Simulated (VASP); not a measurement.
BaTe: single point with PBE+D3(BJ)

The system is BaTe.

```
Ba Te
1.0
     0.00000    3.54492    3.54492
     3.54492    0.00000    3.54492
     3.54492    3.54492    0.00000
Ba Te
1 1
Direct
  0.00000 0.00000 0.00000
  0.50000 0.50000 0.50000
```

The cell comes from a database or a generator and needn't be the stable form of this composition.

- Program: VASP 6.6.1
- Task: single point
- Functional: PBE
- Dispersion: D3(BJ)
- Potentials or basis: VASP PAW PBE potentials, release 64 (Ba_sv, Te)
- Cutoff: 520 eV
- k mesh: 4 × 4 × 4
- Occupations: gaussian, width 0.1 eV
- Spin: no spin polarisation
- Dipole correction: no
- Further INCAR settings: ALGO = Normal; EDIFF = 1e-07; NBANDS = 15

- Pressure: -1.1 GPa
- Band gap on the k mesh: 1.59 eV, indirect (least direct gap 1.98 eV)
- Dispersion energy per atom: -0.299 eV

Levels at points of the mesh, in eV from the valence-band top:
| k point | band 5 | band 6 | band 7 | band 8 | band 9 | band 10 | band 11 | band 12 |
| --- | --- | --- | --- | --- | --- | --- | --- | --- |
| (0.00, 0.00, 0.00) | -9.46 | 0.00 | 0.00 | 0.00 | 2.76 | 2.94 | 2.94 | 2.94 |
| (0.50, 0.00, 0.00) | -8.82 | -2.14 | -1.06 | -1.06 | 4.13 | 4.66 | 4.80 | 4.80 |
| (0.50, 0.50, 0.00) | -9.26 | -1.12 | -0.38 | -0.38 | 1.59 | 4.36 | 4.48 | 5.41 |

It took 19 s on 1 thread of Intel(R) Xeon(R) Platinum 8488C (Sapphire Rapids), on a shared host, peak memory 0.24 GiB.

Caveat: spin-orbit coupling is left out, which moves the levels of the heavy elements. A k mesh can miss the band edges.
